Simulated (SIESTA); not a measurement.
**Pd under changes of volume**

One of the cells (15.531 Å³/atom); the others are scaled copies at fixed shape and fractional positions:

```
Pd
1.0
     2.78367    0.00000    0.00000
    -1.39183    2.41072    0.00000
     0.00000    0.00000    4.62889
Pd
2
Direct
  0.33333 0.66667 0.25000
  0.66667 0.33333 0.75000
```

This isn't the form of Pd at room conditions, which is fcc.

```yaml
Program: SIESTA 5.4.2
Functional: PBEsol
Potentials_or_basis: PseudoDojo 0.4 standard (PBEsol files)
Basis: DZP (energy shift 0.003 Ry; two zetas on semicore shells)
Grid_cutoff: 800 Ry
Energy_shift: 0.003 Ry
k_mesh: 11 × 11 × 6
Occupations: fermi-dirac, width 0.05 eV
Spin: no spin polarisation
```

| volume (Å³/atom) | energy over the lowest point (meV/atom) | pressure (GPa) |
| --- | --- | --- |
| 14.600 | 0.00 | 0.7 |
| 14.910 | 2.82 | -3.1 |
| 15.221 | ? | ? |
| 15.531 | 28.07 | -9.3 |
| 15.842 | 48.73 | -11.6 |
| 16.153 | 73.65 | -13.8 |
| 16.463 | 102.38 | -15.5 |

Task: What does the run at 15.221 Å³/atom give?

Result: Energy over the lowest point 12.45 meV/atom; pressure -6.4 GPa.

Worked out: A Birch-Murnaghan fit of order 3 (a polynomial in V^(-2/3)) to the other rows has its minimum at 14.64 Å³/atom with B0 = V·E''(V) = 188 GPa and B' = 5.9 at fixed shape and positions, which overstates the stiffness. It gives 12.53 meV/atom at 15.221 Å³/atom, against the run's 12.45, and -dE/dV = -6.6 GPa, against -6.4.

Energies are extrapolated to zero smearing.

Caveats: the basis of atomic orbitals isn't converged, which shifts pressures, moduli and gaps.
